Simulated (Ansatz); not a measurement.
Pd: pressure against volume per atom

All results are calculated (Ansatz 0.2.0). Periodic Kohn-Sham DFT of a crystal at fixed atoms; pressure and stress are positive in compression; the energy is the free energy less that of spherical unpolarised free atoms; site moments are those in the method's own spheres, positive along +z.

Cell of the first row (space group Pm-3m, No. 221):
```
Pd
1.0
      2.5776     0.0000     0.0000
      0.0000     2.5776     0.0000
      0.0000     0.0000     2.5776
Pd
1
Direct
  0.00000 0.00000 0.00000
```

Settings of every row: method frozen-core PAW; functional PBE; relativity scalar; k mesh 13x13x13; filling fermi-dirac; smearing width 0.03 eV; wave cutoff 420 eV; paw set soft_2.

Atom start moment: 0 on all atoms.

Limits: the cell comes from a prototype or a list of computed structures and needn't be the stable phase.

| row | volume per atom (Å³) | pressure (GPa) |
| --- | --- | --- |
| 1 | 17.126 | 5.538 |
| 2 | 17.483 | ? |
| 3 | 17.839 | -0.026 |
| 4 | 18.196 | -2.304 |
| 5 | 18.553 | -4.312 |

Question: what pressure should row 2 give?

Worked fit of pressure. Take u = (V_r/V)^(2/3) − 1 with V_r = 18.017 Å³ an atom, which is twice the finite (Eulerian) strain; such expansions in the strain, on which the Birch-Murnaghan equation of state is built, carry the rest volume and the bulk modulus. The shown rows have u = 0.03439, 0.00664, -0.00657, -0.01935. Least squares give pressure = −1.2007 + 173.348 × u + 656.51 × u² GPa; a straight line predicts inner rows, each left out in turn, worse (root mean square 0.29 against 0.015 GPa). The rows lie off it by 0.001, -0.005, 0.007, -0.003 (root mean square 0.0046 GPa). The pressure vanishes at u = 0.0068, or V = 17.84 Å³ an atom, and there the bulk modulus at fixed shape and fractions is B = −V dP/dV = (2/3)(1 + u) dP/du = 122 GPa. The withheld row has u = 0.02026, so the fit gives −1.2007 + 173.348 × (0.02026) + 656.51 × (0.02026)² = 2.581 GPa.

The calculation gave 2.573 GPa. The fit lies 0.008 GPa (0.081 % of the column's range) above it; its largest miss of a shown row is 0.007 GPa.
